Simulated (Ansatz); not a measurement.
**CsI (CsCl type): other levels of theory at one geometry**

How much do the gap and the pressure of CsI (CsCl type) depend on the functional and spin–orbit coupling?

Computed with Ansatz 0.2.0 (DFT at several levels, plane waves, PAW, unless a step's input says otherwise).

2 further runs of the same task are left out: 1 that didn't finish, 1 set aside as unsound or not needed.

## (1) Starting point

It takes space group Pm-3m (No. 221, cubic). Conventional cell: a = 4.665 Å, b = 4.665 Å, c = 4.665 Å, α = 90.00°, β = 90.00°, γ = 90.00°. Cs (site symmetry m-3m) has 8 I at 4.04 Å as nearest neighbours. I (site symmetry m-3m) is surrounded by 8 Cs at 4.04 Å.

Structure file:

```
Cs I
1.0
     4.66547    0.00000    0.00000
     0.00000    4.66547    0.00000
     0.00000    0.00000    4.66547
Cs I
1 1
Direct
  0.00000 0.00000 0.00000
  0.50000 0.50000 0.50000
```

An earlier run at PBE left this cell at 50.776 Å³/atom and 0.01 GPa (8×8×8 mesh), gap on the mesh 3.69 eV.

Levels to run: PBE+SOC; r²SCAN; PBEsol; LDA; HSE06. Hardware: 4 threads of Arm Neoverse N1, shared host.

## (2) PBE+SOC

input.yaml reads:

```yaml
crystal:
  lattice:
    - [4.6654671083, 0.0, 0.0]
    - [0.0, 4.6654671083, 0.0]
    - [0.0, 0.0, 4.6654671083]
  atoms:
    - { symbol: Cs, position: [0.0, 0.0, 0.0] }
    - { symbol: I, position: [0.5, 0.5, 0.5] }
basis:
  ecutwfc: 420
  ecutrho_ratio: 4
kpoints:
  mp_grid: { grid: [8, 8, 8] }
hamiltonian:
  xc: pbe
scf:
  occupations: { method: gaussian, width: 0.05 }
output:
  forces: true
  stress: true
  eigenvalues: true
  populations: true
  dos: { projected: true, de: 0.02 }
  write_density: true
  write_potential: true
  elf: true
  volumetric_format: npy
magnetization:
  noncollinear: true
  spin_orbit: true
```

Command:

```bash
$ ansatz run input.yaml --threads 4 --pin off --max-ram 7168MiB --backend cpu --events-out ev --progress --plain --runs-dir out
```

The runs that follow: r²SCAN; PBEsol; LDA; HSE06.

What does the calculation give? Wanted: for each run, gap less HSE06's; pressure.

As calculated:

| level | mesh | gap on the mesh (eV) | gap less HSE06's (eV) | pressure (GPa) | time |
| --- | --- | --- | --- | --- | --- |
| PBE | 8×8×8 | 3.69 | -0.98 | 0.0 | 10 s* |
| LDA | 8×8×8 | 3.33 | -1.34 | -1.9 | 2.3 s |
| PBEsol | 8×8×8 | 3.53 | -1.14 | -1.0 | 2.6 s |
| PBE+SOC | 8×8×8 | 3.46 | -1.21 | 0.0 | 16 s* |
| r²SCAN | 8×8×8 | 4.39 | -0.28 | -0.4 | 6.4 s |
| HSE06 | 4×4×4 | 4.67 | 0 | -0.2 | 24 s |

Times are on 4 threads of Arm Neoverse N1, shared host. * Includes bands or densities of states.

The pressure runs from -1.9 GPa (LDA) to 0.0 GPa (PBE+SOC); a negative pressure means that level wants a smaller cell, a positive one a larger cell. The gap is widest with HSE06 (4.67 eV) and narrowest with LDA (3.33 eV). Spin–orbit coupling alone moves the gap by -0.23 eV. Taking HSE06 as the top rung, r²SCAN comes nearest in gap (-0.28 eV) at 23 s of CPU time against 81 s; the meshes differ, and the hybrid has no spin–orbit coupling. Total energies of different levels have different zeros and can't be compared.
